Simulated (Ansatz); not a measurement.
# Ge (Fd-3m) in Ansatz: notebook

The runs below take Ge through single point, relaxation of cell and atoms, with PBE, PBE+D3(BJ), PBE+D4, LDA, PBEsol.

Everything below comes from runs of Ansatz 0.2.0. Logs are shortened: lines on timing, memory, paths and dates and some standing lists are left out, and cuts for length are marked.

**Measured values to compare with.**

“Electronic and optical properties of SixGe1-x-ySny alloys lattice-matched to Ge”, 2021, arxiv:2109.02782 reports, for a bulk crystal of Ge at 293 K: band gap 0.666 eV (indirect).

How close the calculation comes is told below.

## Step 1: The structure

The structure is cubic, space group Fd-3m (No. 227). Conventional cell: a = 5.658 Å, b = 5.658 Å, c = 5.658 Å, α = 90.00°, β = 90.00°, γ = 90.00°. Around Ge (site symmetry -43m) lie 4 Ge at 2.45 Å.

## Step 2: Single point, PBE

Contents of input.yaml:

```yaml
crystal:
  lattice:
    - [0.0, 2.82891, 2.82891]
    - [2.82891, 0.0, 2.82891]
    - [2.82891, 2.82891, 0.0]
  atoms:
    - { symbol: Ge, position: [0.75, 0.75, 0.75] }
    - { symbol: Ge, position: [0.5, 0.5, 0.5] }
hamiltonian:
  xc: pbe
  pseudopotentials: { kind: paw }
kpoints:
  mp_grid: { grid: [8, 8, 8] }
scf:
  occupations: { method: gaussian, width: 0.028 }
output:
  forces: true
  stress: true
  eigenvalues: true
  write_density: true
  write_potential: true
  elf: true
  volumetric_format: npy
```

Potentials or basis: Ansatz PAW.

Command:

```console
ansatz run input.yaml --threads 2 --pin off --max-ram 5632MiB --backend cpu --events-out ev --progress --plain --runs-dir out
```

What it wrote:

```text
Warning: RAYON_NUM_THREADS=2 ignored (pool sized by the plan → 2); use --threads N
Engine: ansatz 0.2.0, x86_64-unknown-linux-gnu
Pseudopotentials: kind: paw
Pseudopotential: Ge, paw, valence charge 14, recommended cutoff 420 eV (normal), Ge.paw.azcp
Functional definition: PBE
  parameter kappa = 0.804
  parameter beta = 0.06672455060314922
  exchange = pbe_x(kappa = kappa, mu = beta*pi^2/3)
  correlation = pbe_c(beta = beta)
Crystal: 2 atoms, lattice volume = 45.278 Å³
Basis set: ecut = 420 eV, 893 PW (Γ), exchange–correlation on 54×54×54 points (8 copies of the dense FFT grid, shifted against one another)
Bands: 18, of which v1, the nominal top of the filled ones, is band 14 counted from 1 (13 counted from 0)
Symmetry: 48 space group operations
Space group: Fd-3m (ITA 227), of the structure as read, at distance tolerance 3.6e-5 Å
k-points: 29 of 512
Non-local potential: Ge, projectors of the file, l = 0: 2, l = 1: 2, l = 2: 3, l = 3: 1
PAW form: soft (Blöchl's): semilocal exchange-correlation on the pseudo side does not see the compensation charge
PAW one-centre angular grid: Ge, 590 points (default); XC on 64 Gauss nodes
Initial density: superposition of atomic densities (neutral atoms: chi_scale 0, normalization atom), corrected by the library's trained network
Initial wavefunctions: pseudopotential atomic-orbital guess
Functional: x = pbe(κ = 0.804, μ = 0.2195149727645171), c = pbe(β = 0.06672455060314922)
SCF iter   1: F=—  HF=-8589.930088 eV  |F-HF|=—  |Δ(HF+E_count)|=         —  Δρ=1.24e-3  dr2=6.90e-4  ethr=1.77e-3  ⟨swp⟩=6.0  Hψ=2441  notcnv=0
preconditioner: auto → none  [insulator: Δε(μ)=0.032 eV  Ē_g=23.456 eV  σ=0.028 eV  W_gap=0.55  n_scr=14 (ndim 8)  ℏωp=29.2 eV  f_vac=0.074  D(μ)=0.18/eV (n_scr^D=0)  ε∞_Penn≈2.5]
SCF iter   2: F=—  HF=-8589.929760 eV  |F-HF|=—  |Δ(HF+E_count)|=   3.28e-4  Δρ=7.65e-4  dr2=1.56e-4  ethr=2.46e-6  ⟨swp⟩=2.0  Hψ=1161  notcnv=0
SCF iter   3: F=—  HF=-8589.929744 eV  |F-HF|=—  |Δ(HF+E_count)|=   1.61e-5  Δρ=2.83e-4  dr2=2.34e-5  ethr=5.59e-7  ⟨swp⟩=2.0  Hψ=929  notcnv=0
SCF iter   4: F=—  HF=-8589.929786 eV  |F-HF|=—  |Δ(HF+E_count)|=   4.23e-5  Δρ=1.00e-4  dr2=4.16e-6  ethr=8.37e-8  ⟨swp⟩=2.0  Hψ=639  notcnv=0
SCF iter   5: F=—  HF=-8589.929792 eV  |F-HF|=—  |Δ(HF+E_count)|=   5.73e-6  Δρ=2.78e-5  dr2=2.48e-7  ethr=1.48e-8  ⟨swp⟩=3.0  Hψ=929  notcnv=0
SCF iter   6: F=-8589.929792 eV  HF=-8589.929792 eV  |F-HF|=1.58e-8  |Δ(HF+E_count)|=   2.34e-8  Δρ=6.27e-6  dr2=8.94e-9  ethr=3.57e-10  ⟨swp⟩=8.2  Hψ=3584  notcnv=0
SCF 1 converged in 6 iterations: F = -8589.929792 eV  dr2 = 8.94e-9
SCF converged after 6 iterations
Free energy (F): -8589.929792 eV
Harris-Foulkes:  -8589.929792 eV  (|F-HF|=1.58e-8)
Internal energy: -8589.929716 eV  (E = F + TS)
E sigma→0 (E₀):  -8589.929754 eV
Entropy (-TS):   -0.000076 eV (-0.038 meV/atom)
Fermi energy:    8.601576 eV
--- Per-component energies (eV) ---
  E_band       = -298.287164
  E_kinetic    = 223.241854
  E_local      = -4941.036999  (includes V_loc(G=0)·N_el)
  E_nonlocal   = 837.271061
  E_hartree    = 2168.913694
  E_xc         = -151.290761
  E_vxc        = -129.427922  (∫ρ·V_xc dr)
  E_paw        = -4039.894575  (= ΣΔE_a)
  E_vpaw       = -626.157587  (= ΣTr[D̂ρ^β])
  E_aug_tail   = 0.000717  (compensation charges beyond the density's cutoff)
  E_ewald      = -2687.134708
  E_smearing   = -0.000076  (= −TS)
  E_closure    = -0.000000  (closes the sum)
  Σ components = -8589.929792   (vs F -8589.929792, Δ=0.00e0)
--- Forces (eV/Å), atoms counted from 1 ---
  atom   1  Ge     0.00000000    -0.00000000     0.00000000
  atom   2  Ge     0.00000000     0.00000000    -0.00000000
  max |Σ_I F_I| component: 9.25e-17 eV/Å
--- Stress (GPa, compression-positive) ---
        3.595747       0.000000       0.000000
       -0.000000       3.595747       0.000000
       -0.000000      -0.000000       3.595747
  P = ⅓ Tr σ = 3.5957 GPa (35.957 kbar)
--- Band table (eV; the first three rows and the last of 29) ---
  k-point 0: bands = ["-16.2234", "-16.2234", "-16.2234", "-16.1878", "-16.1878", "-15.9762", "-15.9762", "-15.9762", "-15.9632", "-15.9632", "-4.1952", "8.5786", "8.5786", "8.5786", "8.6082", "11.1270", "11.1270", "11.1270"]
  k-point 1: bands = ["-16.2316", "-16.2316", "-16.2209", "-16.1764", "-16.1764", "-15.9884", "-15.9884", "-15.9791", "-15.9529", "-15.9529", "-4.0049", "6.2235", "8.2433", "8.2433", "9.6157", "11.5753", "11.5753", "12.0648"]
  k-point 2: bands = ["-16.2417", "-16.2417", "-16.2147", "-16.1591", "-16.1591", "-16.0022", "-16.0022", "-15.9863", "-15.9425", "-15.9425", "-3.4526", "3.8618", "7.6957", "7.6957", "9.2482", "12.2066", "12.2066", "14.2111"]
  k-point 28: bands = ["-16.2712", "-16.2712", "-16.1294", "-16.1294", "-16.0806", "-16.0806", "-16.0483", "-16.0483", "-15.9094", "-15.9094", "-0.2101", "-0.2101", "4.6755", "4.6755", "12.8992", "12.8992", "13.2926", "13.2926"]
```

Wall time 2.6 s (2 threads of Intel Xeon at 2.50GHz (Skylake/Cascade Lake), shared host); peak memory 0.33 GiB.

Results:

* Free energy: -8589.9298 eV
* Pressure: 3.6 GPa
* Band gap on the k mesh: 0.03 eV, direct

Levels at points of the mesh, in eV from the valence-band top:
| k point | band 12 | band 13 | band 14 | band 15 | band 16 | band 17 |
| --- | --- | --- | --- | --- | --- | --- |
| (0.00, 0.00, 0.00) | 0.00 | 0.00 | 0.00 | 0.03 | 2.55 | 2.55 |
| (0.00, 0.00, -0.50) | -7.60 | -1.41 | -1.41 | 0.18 | 3.74 | 3.74 |
| (0.00, -0.50, -0.50) | -8.89 | -3.07 | -3.07 | 0.75 | 0.75 | 9.51 |

## Step 3: Relaxation of cell and atoms, PBE+D3(BJ)

Contents of input.yaml:

```yaml
crystal:
  lattice:
    - [0.0, 2.82891, 2.82891]
    - [2.82891, 0.0, 2.82891]
    - [2.82891, 2.82891, 0.0]
  atoms:
    - { symbol: Ge, position: [0.75, 0.75, 0.75] }
    - { symbol: Ge, position: [0.5, 0.5, 0.5] }
hamiltonian:
  xc: pbe
  pseudopotentials: { kind: paw }
  dispersion: d3bj
kpoints:
  mp_grid: { grid: [8, 8, 8] }
scf:
  occupations: { method: fermi_dirac, width: 0.05 }
output:
  forces: true
  stress: true
relax:
  f_tol: 0.01
  max_steps: 40
  cell: { stress_tol: 0.05 }
```

Potentials or basis: Ansatz PAW.

Command:

```console
ansatz run input.yaml --threads 2 --pin off --max-ram 5632MiB --backend cpu --events-out ev --progress --plain --runs-dir out
```

What it wrote:

```text
Warning: RAYON_NUM_THREADS=2 ignored (pool sized by the plan → 2); use --threads N
[... 8 set-up lines as earlier in the session ...]
Crystal: 2 atoms, lattice volume = 45.278 Å³
Basis set: ecut = 420 eV, 893 PW (Γ), exchange–correlation on 54×54×54 points (8 copies of the dense FFT grid, shifted against one another)
Bands: 18, of which v1, the nominal top of the filled ones, is band 14 counted from 1 (13 counted from 0)
[... 2 set-up lines as earlier in the session ...]
k-points: 29 of 512
[... 5 set-up lines as earlier in the session ...]
[... 55 lines left out ...]
  E_band       = -305.410970
  E_kinetic    = 222.619693
  E_local      = -4973.021096  (includes V_loc(G=0)·N_el)
  E_nonlocal   = 836.892769
  E_hartree    = 2181.398613
  E_xc         = -151.002707
  E_vxc        = -129.030680  (∫ρ·V_xc dr)
  E_paw        = -4039.629788  (= ΣΔE_a)
  E_vpaw       = -625.669322  (= ΣTr[D̂ρ^β])
  E_aug_tail   = 0.000604  (compensation charges beyond the density's cutoff)
  E_ewald      = -2667.205553
  E_disp       = -0.580930  (pairwise vdW)
  E_smearing   = -0.000810  (= −TS)
  E_closure    = -0.000000  (closes the sum)
  Σ components = -8590.529205   (vs F -8590.529205, Δ=0.00e0)
--- Forces (eV/Å), atoms counted from 1 ---
  atom   1  Ge    -0.00000000    -0.00000000     0.00000000
  atom   2  Ge     0.00000000    -0.00000000    -0.00000000
  max |Σ_I F_I| component: 1.97e-17 eV/Å
--- Stress (GPa, compression-positive) ---
        0.008759      -0.000000      -0.000000
       -0.000000       0.008759      -0.000000
       -0.000000      -0.000000       0.008759
  P = ⅓ Tr σ = 0.0088 GPa (0.088 kbar)
--- Relaxed structure (3 steps of the walk, 3 accepted, 1 SCFs on fresh bases) ---
  F+E_penalty+E_count = -8590.52920465 eV   max|allowed force component| = 3.701e-17 eV/Å   (the final SCF, on the basis selected at the relaxed cell)
  cell:  # Å, volume = 46.3006 Å³
    - [-1.7833802115134568e-34, 2.850047398302306, 2.850047398302306]
    - [2.850047398302306, -4.331066227961252e-34, 2.850047398302306]
    - [2.850047398302306, 2.850047398302306, 0.0]
  atoms:
    - { symbol: Ge, position: [0.75, 0.75, 0.75] }
    - { symbol: Ge, position: [0.5, 0.5, 0.5] }
```

Run time: 8 s. Hardware: 2 threads of Intel Xeon at 2.50GHz (Skylake/Cascade Lake), shared host; peak memory 0.34 GiB.

Results:

```yaml
Free_energy: -8590.5292 eV
Relaxed_volume: 23.15 Å³/atom
Relaxed_cell: a = 4.031 Å, b = 4.031 Å, c = 4.031 Å, α = 60.00°, β = 60.00°, γ = 60.00°
Space_group_after_relaxing_to_0.05_Å: Fd-3m (No. 227)
Energy_gained_by_relaxing: 2.3 meV/atom
Ionic_steps: 4
Pressure_after_relaxing: 0.0 GPa
```

Step by step:
```
step  energy change (eV)  largest force (eV/Å)  volume (Å³)
   1              0.0000                0.0000        45.28
   2             -0.0043                0.0000        46.07
   3             -0.0045                0.0000        46.30
   4             -0.0046                0.0000        46.30
```

Final structure:
```xyz
2
Lattice="0.0000 2.8500 2.8500 2.8500 0.0000 2.8500 2.8500 2.8500 0.0000" Properties=species:S:1:pos:R:3 pbc="T T T"
Ge    4.2751    4.2751    4.2751
Ge    2.8500    2.8500    2.8500
```

Caveat: the plane-wave basis is chosen anew once the cell has moved, so the energies of steps on either side of that aren't comparable.

## Step 4: Relaxation of cell and atoms, PBE+D4

input.yaml, as its differences from that of step 3:

```diff
@@ -11,3 +11,3 @@
   pseudopotentials: { kind: paw }
-  dispersion: d3bj
+  dispersion: d4
 kpoints:
@@ -19,2 +19,6 @@
   stress: true
+  write_density: true
+  write_potential: true
+  elf: true
+  volumetric_format: npy
 relax:
```

Command:

```console
ansatz run input.yaml --threads 2 --pin off --max-ram 5632MiB --backend cpu --events-out ev --progress --plain --runs-dir out
```

Run time: 9.7 s. Hardware: 2 threads of Intel Xeon at 2.50GHz (Skylake/Cascade Lake), shared host; peak memory 0.35 GiB.

The run converged. Its results:

```
Free energy                            : -8590.5881 eV
Relaxed volume                         : 23.09 Å³/atom
Relaxed cell                           : a = 4.027 Å, b = 4.027 Å, c = 4.027 Å, α = 60.00°, β = 60.00°, γ = 60.00°
Space group after relaxing (to 0.05 Å) : Fd-3m (No. 227)
Energy gained by relaxing              : 1.8 meV/atom
Ionic steps                            : 4
Pressure after relaxing                : 0.0 GPa
Band gap on the k mesh                 : none (metal or under the smearing width)
```

Step by step:
| step | energy change (eV) | largest force (eV/Å) | volume (Å³) |
| --- | --- | --- | --- |
| 1 | 0.0000 | 0.0000 | 45.28 |
| 2 | -0.0034 | 0.0000 | 45.99 |
| 3 | -0.0035 | 0.0000 | 46.18 |
| 4 | -0.0037 | 0.0000 | 46.18 |

Final structure:
```yaml
crystal:
  lattice:
    - [0.00000, 2.84755, 2.84755]
    - [2.84755, 0.00000, 2.84755]
    - [2.84755, 2.84755, 0.00000]
  atoms:
    - { symbol: Ge, position: [0.75000, 0.75000, 0.75000] }
    - { symbol: Ge, position: [0.50000, 0.50000, 0.50000] }
```

Levels at points of the mesh, in eV from the Fermi level:
| k point | band 10 | band 11 | band 12 | band 13 | band 14 | band 15 | band 16 | band 17 | band 18 |
| --- | --- | --- | --- | --- | --- | --- | --- | --- | --- |
| (0.00, 0.00, 0.00) | -24.54 | -12.63 | -0.16 | -0.01 | -0.01 | -0.01 | 2.53 | 2.53 | 2.53 |
| (0.00, 0.00, -0.50) | -24.51 | -10.59 | -7.52 | -1.38 | -1.38 | 0.11 | 3.72 | 3.72 | 7.11 |
| (0.00, -0.50, -0.50) | -24.49 | -8.82 | -8.82 | -3.01 | -3.01 | 0.77 | 0.77 | 9.34 | 9.34 |

Caveat: the plane-wave basis is chosen anew once the cell has moved, so the energies of steps on either side of that aren't comparable; pairwise dispersion overbinds metals, which lowers pressure and volume; this crystal is a semiconductor, whose small gap the functional closes, so the metal is an error of the method.

## Step 5: Relaxation of cell and atoms, LDA

input.yaml, as its differences from that of step 4:

```diff
@@ -9,5 +9,4 @@
 hamiltonian:
-  xc: pbe
+  xc: lda
   pseudopotentials: { kind: paw }
-  dispersion: d4
 kpoints:
@@ -19,6 +18,2 @@
   stress: true
-  write_density: true
-  write_potential: true
-  elf: true
-  volumetric_format: npy
 relax:
```

Command:

```console
ansatz run input.yaml --threads 2 --pin off --max-ram 5632MiB --backend cpu --events-out ev --progress --plain --runs-dir out
```

It took 8.8 s on 2 threads of Intel Xeon at 2.50GHz (Skylake/Cascade Lake), shared host; peak memory 0.33 GiB.

The run converged. Its results:

- Free energy: -8431.4288 eV
- Relaxed volume: 22.21 Å³/atom
- Relaxed cell: a = 3.975 Å, b = 3.975 Å, c = 3.975 Å, α = 60.00°, β = 60.00°, γ = 60.00°
- Space group after relaxing (to 0.05 Å): Fd-3m (No. 227)
- Energy gained by relaxing: 1.7 meV/atom
- Ionic steps: 4
- Pressure after relaxing: 0.0 GPa

Step by step:
```
step  energy change (eV)  largest force (eV/Å)  volume (Å³)
   1              0.0000                0.0000        45.28
   2             -0.0034                0.0000        44.60
   3             -0.0036                0.0000        44.42
   4             -0.0034                0.0000        44.42
```

Final structure:
```
CELL_PARAMETERS angstrom
0.00000 2.81086 2.81086
2.81086 0.00000 2.81086
2.81086 2.81086 0.00000
ATOMIC_POSITIONS crystal
Ge 0.75000 0.75000 0.75000
Ge 0.50000 0.50000 0.50000
```

Caveat: the plane-wave basis is chosen anew once the cell has moved, so the energies of steps on either side of that aren't comparable; the PAW data sets come from PBE, with cores solved anew for the run's functional, which leaves a small shift of forces and pressure.

## Step 6: Relaxation of cell and atoms, PBEsol

input.yaml, as its differences from that of step 5:

```diff
@@ -9,3 +9,3 @@
 hamiltonian:
-  xc: lda
+  xc: pbesol
   pseudopotentials: { kind: paw }
```

Potentials or basis: Ansatz PAW.

Command:

```console
ansatz run input.yaml --threads 2 --pin off --max-ram 5632MiB --backend cpu --events-out ev --progress --plain --runs-dir out
```

Run time: 9.2 s. Hardware: 2 threads of Intel Xeon at 2.50GHz (Skylake/Cascade Lake), shared host; peak memory 0.34 GiB.

It converged, with:

```
Free energy                            : -8506.9829 eV
Relaxed volume                         : 22.86 Å³/atom
Relaxed cell                           : a = 4.014 Å, b = 4.014 Å, c = 4.014 Å, α = 60.00°, β = 60.00°, γ = 60.00°
Space group after relaxing (to 0.05 Å) : Fd-3m (No. 227)
Energy gained by relaxing              : 0.4 meV/atom
Ionic steps                            : 4
Pressure after relaxing                : 0.0 GPa
```

Step by step:
```tsv
step	energy change (eV)	largest force (eV/Å)	volume (Å³)
1	0.0000	0.0000	45.28
2	-0.0008	0.0000	45.63
3	-0.0008	0.0000	45.72
4	-0.0009	0.0000	45.72
```

Final structure:
```cif
data_structure
_symmetry_space_group_name_H-M 'P 1'
_symmetry_Int_Tables_number 1
_cell_length_a 4.0137
_cell_length_b 4.0137
_cell_length_c 4.0137
_cell_angle_alpha 60.000
_cell_angle_beta 60.000
_cell_angle_gamma 60.000
_cell_volume 45.72
loop_
_atom_site_label
_atom_site_type_symbol
_atom_site_fract_x
_atom_site_fract_y
_atom_site_fract_z
_atom_site_occupancy
Ge1 Ge 0.75000 0.75000 0.75000 1
Ge2 Ge 0.50000 0.50000 0.50000 1
```

Caveat: the plane-wave basis is chosen anew once the cell has moved, so the energies of steps on either side of that aren't comparable; the PAW data sets come from PBE, with cores solved anew for the run's functional, which leaves a small shift of forces and pressure.

## Step 7: Overview

| task | level | cell | smearing | gap on the mesh (eV) | pressure (GPa) | relaxed volume (Å³/atom) |
| --- | --- | --- | --- | --- | --- | --- |
| single point | PBE | as given | gaussian 0.028 eV | 0.03 | 3.6 | - |
| relaxation of cell and atoms | PBE+D3(BJ) | relaxed | fermi-dirac 0.05 eV | - | 0.0 | 23.15 |
| relaxation of cell and atoms | PBE+D4 | relaxed | fermi-dirac 0.05 eV | none | 0.0 | 23.09 |
| relaxation of cell and atoms | LDA | relaxed | fermi-dirac 0.05 eV | - | 0.0 | 22.21 |
| relaxation of cell and atoms | PBEsol | relaxed | fermi-dirac 0.05 eV | - | 0.0 | 22.86 |

Alike in all rows: potentials or basis Ansatz PAW; no spin polarisation; k mesh 8 × 8 × 8; cutoff (eV) 420.

Caveats: the plane-wave basis is chosen anew once the cell has moved, so the energies of steps on either side of that aren't comparable (some runs); the PAW data sets come from PBE, with cores solved anew for the run's functional, which leaves a small shift of forces and pressure (some runs); pairwise dispersion overbinds metals, which lowers pressure and volume (some runs); this crystal is a semiconductor, whose small gap the functional closes, so the metal is an error of the method (some runs).

Total energies depend on the potentials used, so only differences within one code and one set of settings carry meaning.

## Step 8: How close it comes

Step 2. A measured gap of Ge is 0.666 eV (indirect; 293 K; “Electronic and optical properties of SixGe1-x-ySny alloys lattice-matched to Ge”, 2021, arxiv:2109.02782); the calculated 0.03 eV misses it by -0.64 eV. 3 values of this kind are on record (0.666 to 0.807 eV); this one was drawn at random among those near their median. Spin-orbit coupling on Ge is left out. The value is that of PBE on a finite k mesh, which can miss the band edges, without temperature or zero-point motion. Semilocal functionals fall short of measured gaps as a rule.

Step 3. The cell as given is a measured one (22.64 Å³/atom); PBE+D3(BJ) puts the equilibrium volume +2.3 % from it, thermal expansion not counted.

Step 4. The cell as given is a measured one (22.64 Å³/atom); PBE+D4 puts the equilibrium volume +2.0 % from it, thermal expansion not counted.

Step 5. The cell as given is a measured one (22.64 Å³/atom); LDA puts the equilibrium volume -1.9 % from it, thermal expansion not counted.

Step 6. The cell as given is a measured one (22.64 Å³/atom); PBEsol puts the equilibrium volume +1.0 % from it, thermal expansion not counted.
